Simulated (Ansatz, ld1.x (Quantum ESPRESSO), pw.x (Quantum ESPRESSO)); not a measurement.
# pw.x on fcc C: one setting changed

Potential: norm-conserving Troullier–Martins (Kleinman–Bylander form), ld1.x (Quantum ESPRESSO) 7.5, PBE; core [He], reference 2s2 2p2; waves: 2s (bound): rc 0.90 bohr; 2p (bound): rc 2.00 bohr; 3d channel at 0.5 Ry: rc 1.88 bohr; local part: the d channel; core correction: none.

The reference run (k-mesh 18³, cutoffs 135/540 Ry, Fermi–Dirac 0.01 Ry, mixing_beta 0.4, conv_thr 1e-9, no spin) gives -1.81 GPa at 7.456 Å³/atom, where all-electron LAPW gives -2.58 GPa. This run, with its own iteration cap, changes smearing to fermi, a wrong or extreme entry chosen on purpose.

```
&control
  calculation='scf', prefix='x', pseudo_dir='./', outdir='./tmp', tstress=.true., disk_io='none'
/
&system
  ibrav=0, nat=1, ntyp=1, ecutwfc=135, ecutrho=540, nbnd=9,
  occupations='smearing', smearing='fermi', degauss=0.01
/
&electrons
  conv_thr=1e-09, mixing_beta=0.4, electron_maxstep=70
/
ATOMIC_SPECIES
C 1.0 C.UPF
CELL_PARAMETERS angstrom
  0.00000000 1.55057211 1.55057211
  1.55057211 0.00000000 1.55057211
  1.55057211 1.55057211 0.00000000
ATOMIC_POSITIONS crystal
C 0.0000 0.0000 0.0000
K_POINTS automatic
18 18 18 0 0 0
```

```bash
pw.x < C.scf.in > C.scf.out
```

Task: How does the run end?

Result: It stops with "set_occupations: smearing fermi unknown".

```
Error in routine  set_occupations (1):
      smearing fermi unknown
```
